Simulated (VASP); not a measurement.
# AlRu (Pm-3m) in VASP: elastic constants with PBE

Aim: the elastic constants of AlRu with PBE.

Program: VASP 6.6.1. These are calculated values, not measurements. Logs are shortened: lines on timing, memory, paths and dates and some standing lists are left out, and cuts for length are marked.

## 1. The crystal as given

The structure is cubic, space group Pm-3m (No. 221). The conventional cell has a = 2.982 Å, b = 2.982 Å, c = 2.982 Å, α = 90.00°, β = 90.00°, γ = 90.00°. Al (site symmetry m-3m) is surrounded by 8 Ru at 2.58 Å. Around Ru (site symmetry m-3m) lie 8 Al at 2.58 Å.

The cell comes from a database or a generator and needn't be the stable form of this composition.

## 2. Elastic constants, PBE

POSCAR reads:

```
AlRu
1.0
    2.9824954400      0.0000000000      0.0000000000
    0.0000000000      2.9824954400      0.0000000000
    0.0000000000      0.0000000000      2.9824954400
Al Ru
1 1
Direct
    0.0000000000      0.0000000000      0.0000000000
    0.5000000000      0.5000000000      0.5000000000
```

INCAR.step1 reads:

```
PREC     = Accurate       # precision mode
ENCUT    = 600            # plane-wave cutoff, eV
EDIFF    = 1E-8           # SCF threshold, eV
ISMEAR   = 0              # smearing method
SIGMA    = 0.1            # smearing width, eV
LREAL    = F              # projectors in reciprocal space
LASPH    = T              # aspherical terms in the spheres
NELM     = 100            # most SCF steps
ALGO     = Normal         # electronic algorithm
ISIF     = 3              # what is computed and relaxed
LWAVE    = F              # write WAVECAR
LCHARG   = F              # write CHGCAR
GGA      = PE             # functional
IBRION   = 2              # ionic algorithm
NSW      = 40             # ionic steps
EDIFFG   = -0.002         # ionic threshold
```

INCAR.step2 reads:

```
PREC     = Accurate       # precision mode
ENCUT    = 600            # plane-wave cutoff, eV
EDIFF    = 1E-8           # SCF threshold, eV
ISMEAR   = 0              # smearing method
SIGMA    = 0.1            # smearing width, eV
LREAL    = F              # projectors in reciprocal space
LASPH    = T              # aspherical terms in the spheres
NELM     = 100            # most SCF steps
ALGO     = Normal         # electronic algorithm
ISIF     = 3              # what is computed and relaxed
LWAVE    = F              # write WAVECAR
LCHARG   = F              # write CHGCAR
GGA      = PE             # functional
IBRION   = 6              # ionic algorithm
NFREE    = 2            
POTIM    = 0.015          # step
NSW      = 1              # ionic steps
```

KPOINTS reads:

```
regular mesh
0
Gamma
  14 14 14
```

Potentials or basis: VASP PAW PBE potentials, release 64 (Al, Ru_pv).

Started as:

```console
$ cat potpaw_PBE.64/Al/POTCAR potpaw_PBE.64/Ru_pv/POTCAR > POTCAR
$ cp INCAR.step1 INCAR
$ mpirun -np 1 vasp_std > vasp.out
$ cp CONTCAR POSCAR
$ cp INCAR.step2 INCAR
$ mpirun -np 1 vasp_std > vasp.out
```

OUTCAR:

```text
PREC = Accurate
   ENCUT = 600
   EDIFF = 1E-8
   ISMEAR = 0
   LREAL = F
   LASPH = T
   NELM = 100
   ISIF = 3
   GGA = PE
   IBRION = 6
   NFREE = 2
   POTIM = 0.015
   NSW = 1

 ion  position               nearest neighbor table
   1  0.000  0.000  0.000-   2 2.60   2 2.60   2 2.60   2 2.60   2 2.60   2 2.60   2 2.60   2 2.60

   2  0.500  0.500  0.500-   1 2.60   1 2.60   1 2.60   1 2.60   1 2.60   1 2.60   1 2.60   1 2.60

  LATTYP: Found a simple cubic cell.
 ALAT       =     3.0036194391

  Lattice vectors:

 A1 = (   3.0036194391,   0.0000000000,   0.0000000000)
 A2 = (   0.0000000000,   3.0036194391,   0.0000000000)
 A3 = (   0.0000000000,   0.0000000000,   3.0036194391)

Analysis of symmetry for initial positions (statically):
=====================================================================
 Subroutine PRICEL returns:
 Original cell was already a primitive cell.

 Routine SETGRP: Setting up the symmetry group for a
 simple cubic supercell.

 Subroutine GETGRP returns: Found 48 space group operations
 (whereof 48 operations were pure point group operations)
 out of a pool of 48 trial point group operations.

The static configuration has the point symmetry O_h .

Analysis of symmetry for dynamics (positions and initial velocities):
=====================================================================
 Subroutine PRICEL returns:
 Original cell was already a primitive cell.

 Routine SETGRP: Setting up the symmetry group for a
 simple cubic supercell.

 Subroutine GETGRP returns: Found 48 space group operations
 (whereof 48 operations were pure point group operations)
 out of a pool of 48 trial point group operations.

The dynamic configuration has the point symmetry O_h .

 Subroutine INISYM returns: Found 48 space group operations
 (whereof 48 operations are pure point group operations),
 and found     1 'primitive' translations

----------------------------------------------------------------------------------------

                                     Primitive cell

  volume of cell :      27.0978

  direct lattice vectors                    reciprocal lattice vectors
     3.003619439  0.000000000  0.000000000     0.332931658  0.000000000  0.000000000
     0.000000000  3.003619439  0.000000000     0.000000000  0.332931658  0.000000000
     0.000000000  0.000000000  3.003619439     0.000000000  0.000000000  0.332931658

  length of vectors
     3.003619439  3.003619439  3.003619439     0.332931658  0.332931658  0.332931658

  position of ions in fractional coordinates (direct lattice)
     0.000000000  0.000000000  0.000000000
     0.500000000  0.500000000  0.500000000

  ion indices of the primitive-cell ions
   primitive index   ion index
                 1           1
                 2           2

----------------------------------------------------------------------------------------

 KPOINTS: regular mesh

Automatic generation of k-mesh.
 Grid dimensions read from file:
 generate k-points for:   14   14   14

[... 110 lines left out ...]
  ext. energy  EPLUGINS =         0.00000000
  ---------------------------------------------------
  free energy    TOTEN  =       -14.25813154 eV

  energy without entropy =      -14.24829880  energy(sigma->0) =      -14.25321517

------------------------ aborting loop because EDIFF is reached ----------------------------------------

  FORCE on cell =-STRESS in cart. coord.  units (eV):
  Direction    XX          YY          ZZ          XY          YZ          ZX
  --------------------------------------------------------------------------------------
  -------------------------------------------------------------------------------------
  Total        0.0037829      0.0037829      0.0037829      0.0000000      0.0000000     -0.0000000
  in kB        0.2236686      0.2236686      0.2236686      0.0000000      0.0000000     -0.0000000
  external PRESSURE =       0.2236686 kB  Pullay stress =       0.0000000 kB
[... 89 lines left out ...]
  FREE ENERGIE OF THE ION-ELECTRON SYSTEM (eV)
  ---------------------------------------------------
  free  energy   TOTEN  =       -14.2520132895 eV

  energy  without entropy=      -14.2424736434  energy(sigma->0) =      -14.24724347

[... ionic steps 4 to 14 ...]

--------------------------------------- Ionic step       15  -------------------------------------------

 number of electron      16.9999996 magnetization

------------------------ aborting loop because EDIFF is reached ----------------------------------------
[... 67 lines left out ...]
--------------------------------------- Ionic step       17  -------------------------------------------

 number of electron      16.9999998 magnetization

 Free energy of the ion-electron system (eV)
  ---------------------------------------------------
  ext. energy  EPLUGINS =         0.00000000
  ---------------------------------------------------
  free energy    TOTEN  =       -14.25729384 eV

  energy without entropy =      -14.24746134  energy(sigma->0) =      -14.25237759

 E-fermi :  10.5454     XC(G=0): -12.5045

 val. band max:       10.5306708768   @ k =   0.5000   0.2857   0.1429
 cond. band min:      10.5459181142   @ k =   0.1429   0.0714   0.0714
 fundamental gap:      0.0152472374
 Fermi energy:        10.5453850363

 k-point     1 :       0.0000    0.0000    0.0000
  band No.  band energies     occupation
      1     -31.2143      2.00000
      2     -31.2143      2.00000
      3     -31.2143      2.00000
      4       0.9434      2.00000
      5       7.0485      2.00000
      6       7.0487      2.00000
      7      10.7229      0.01206
      8      10.7231      0.01194
      9      10.7231      0.01194
     10      16.5678      0.00000
     11      16.5678      0.00000
     12      16.5681      0.00000
[... 331 lines left out ...]
 k-point    24 :       0.3571    0.2143    0.0000
  band No.  band energies     occupation
      1     -31.3676      2.00000
      2     -31.2761      2.00000
      3     -31.1938      2.00000
      4       3.7693      2.00000
      5       6.6728      2.00000
      6       8.0463      2.00000
      7       8.9558      2.00000
      8       9.3775      2.00000
      9      10.2139      2.00000
     10      13.1501      0.00000
     11      16.8129      0.00000
     12      19.4096      0.00000

 [... further k-points ...]
[... 5 lines left out ...]
  --------------------------------------------------------------------------------------
  -------------------------------------------------------------------------------------
  Total        0.0044148      0.0073343      0.0073343      0.0000000     -0.0000000      0.0000000
  in kB        0.2610254      0.4336473      0.4336473      0.0000000     -0.0000000      0.0000000
  external PRESSURE =       0.3761066 kB  Pullay stress =       0.0000000 kB
[... 17 lines left out ...]
  FREE ENERGIE OF THE ION-ELECTRON SYSTEM (eV)
  ---------------------------------------------------
  free  energy   TOTEN  =       -14.2572938420 eV

  energy  without entropy=      -14.2474613409  energy(sigma->0) =      -14.25237759

 INTERNAL STRAIN TENSORS FROM STRAINED CELLS
 ============================================

 INTERNAL STRAIN TENSOR FOR ION    1 for displacements in x,y,z  (eV/Angst):
          X           Y           Z          XY          YZ          ZX
  --------------------------------------------------------------------------------
  x     0.00000     0.00000     0.00000     0.00000     0.00000    -0.00000
  y     0.00000     0.00000     0.00000     0.00000     0.00000     0.00000
  z     0.00000     0.00000     0.00000     0.00000     0.00000     0.00000

 INTERNAL STRAIN TENSORS FROM DISPLACED ATOMS
 ============================================

 INTERNAL STRAIN TENSOR FOR ION    1 for displacements in x,y,z  (eV/Angst):
          X           Y           Z          XY          YZ          ZX
  --------------------------------------------------------------------------------
  x     0.00000     0.00000     0.00000     0.00000     0.00000     0.00000
  y     0.00000     0.00000     0.00000     0.00000     0.00000     0.00000
  z     0.00000     0.00000     0.00000     0.00000     0.00000     0.00000

 INTERNAL STRAIN TENSOR FOR ION    2 for displacements in x,y,z  (eV/Angst):
          X           Y           Z          XY          YZ          ZX
  --------------------------------------------------------------------------------
  x     0.00000     0.00000     0.00000     0.00000     0.00000     0.00000
  y     0.00000     0.00000     0.00000     0.00000     0.00000     0.00000
  z     0.00000     0.00000     0.00000     0.00000     0.00000     0.00000

 Eigenvectors and eigenvalues of the dynamical matrix
 ----------------------------------------------------

   1 f  =    9.248167 THz    58.107945 2PiTHz  308.485638 cm-1    38.247327 meV
             X         Y         Z           dx          dy          dz
      0.000000  0.000000  0.000000     0.000000    0.888423    0.000000
      1.501810  1.501810  1.501810    -0.000000   -0.459026    0.000000
[... 21 lines left out ...]
   6 f/i=    0.000003 THz     0.000017 2PiTHz    0.000089 cm-1     0.000011 meV
             X         Y         Z           dx          dy          dz
      0.000000  0.000000  0.000000     0.001053    0.102040    0.447540
      1.501810  1.501810  1.501810     0.002039    0.197493    0.866191

--------------------------------------------------------------------------------------------------------

 ELASTIC MODULI CONTR FROM IONIC RELAXATION (kBar)
 Direction    XX          YY          ZZ          XY          YZ          ZX
 --------------------------------------------------------------------------------
 XX           0.0000      0.0000      0.0000      0.0000      0.0000      0.0000
 YY           0.0000      0.0000      0.0000      0.0000      0.0000      0.0000
 ZZ           0.0000      0.0000      0.0000      0.0000      0.0000      0.0000
 XY           0.0000      0.0000      0.0000      0.0000      0.0000      0.0000
 YZ           0.0000      0.0000      0.0000      0.0000      0.0000      0.0000
 ZX           0.0000      0.0000      0.0000      0.0000      0.0000      0.0000
 --------------------------------------------------------------------------------

 TOTAL ELASTIC MODULI (kBar)
 Direction    XX          YY          ZZ          XY          YZ          ZX
 --------------------------------------------------------------------------------
 XX        3092.6338   1519.6410   1519.6410      0.0000      0.0000     -0.0000
 YY        1519.6410   3092.6338   1519.6410      0.0000     -0.0000      0.0000
 ZZ        1519.6410   1519.6410   3092.6338      0.0000      0.0000     -0.0000
 XY           0.0000      0.0000      0.0000   1242.4886      0.0000      0.0000
 YZ           0.0000     -0.0000      0.0000      0.0000   1242.4886      0.0000
 ZX          -0.0000      0.0000     -0.0000      0.0000      0.0000   1242.4886
 --------------------------------------------------------------------------------
```

Run time: 11 min. Hardware: 1 thread of Intel Xeon Platinum 8488C (Sapphire Rapids), shared host; peak memory 0.64 GiB.

What came out:

* Relaxed volume: 13.55 Å³/atom
* Relaxed cell: a = 3.004 Å, b = 3.004 Å, c = 3.004 Å, α = 90.00°, β = 90.00°, γ = 90.00°
* Space group after relaxing (to 0.05 Å): Pm-3m (No. 221)
* Elastic constants C11, C12, C44: 309, 152, 124 GPa
* Voigt bulk modulus: 204 GPa
* Highest phonon frequency at Γ, LO-TO splitting left out: 308 cm⁻¹

Step by step:
```
step  energy change (eV)  largest force (eV/Å)  pressure (GPa)  volume (Å³)
   1              0.0000                0.0000            4.55        26.53
   2              0.0102                0.0000           -6.22        28.00
   3             -0.0079                0.0000           -0.03        27.10
   4             -0.0079                0.0000            0.06        27.09
   5             -0.0079                0.0000            0.06        27.09
   6             -0.0079                0.0000            0.05        27.09
   7             -0.0079                0.0000            0.05        27.09
   8             -0.0079                0.0000            0.05        27.09
   9             -0.0079                0.0000            0.05        27.09
  10             -0.0079                0.0000            0.05        27.09
  11             -0.0079                0.0000            0.04        27.09
  12             -0.0079                0.0000            0.05        27.09
  13             -0.0079                0.0000            0.04        27.09
  14             -0.0079                0.0000            0.03        27.10
  15             -0.0079                0.0000            0.02        27.10
```

Final structure:
```yaml
crystal:
  lattice:
    - [3.00362, 0.00000, 0.00000]
    - [0.00000, 3.00362, 0.00000]
    - [0.00000, 0.00000, 3.00362]
  atoms:
    - { symbol: Al, position: [0.00000, 0.00000, 0.00000] }
    - { symbol: Ru, position: [0.50000, 0.50000, 0.50000] }
```

Phonon frequencies in cm⁻¹ (negative: imaginary):
```
              q point        frequencies
(0.000, 0.000, 0.000)  0 0 0 308 308 308
```

Elastic tensor in Voigt notation (GPa, in the Cartesian axes of the cell as first typed):
```
309 152 152   0   0   0
152 309 152   0   0   0
152 152 309   0   0   0
  0   0   0 124   0   0
  0   0   0   0 124   0
  0   0   0   0   0 124
```

Clamped-ion elastic tensor (GPa):
```
309 152 152   0   0   0
152 309 152   0   0   0
152 152 309   0   0   0
  0   0   0 124   0   0
  0   0   0   0 124   0
  0   0   0   0   0 124
```
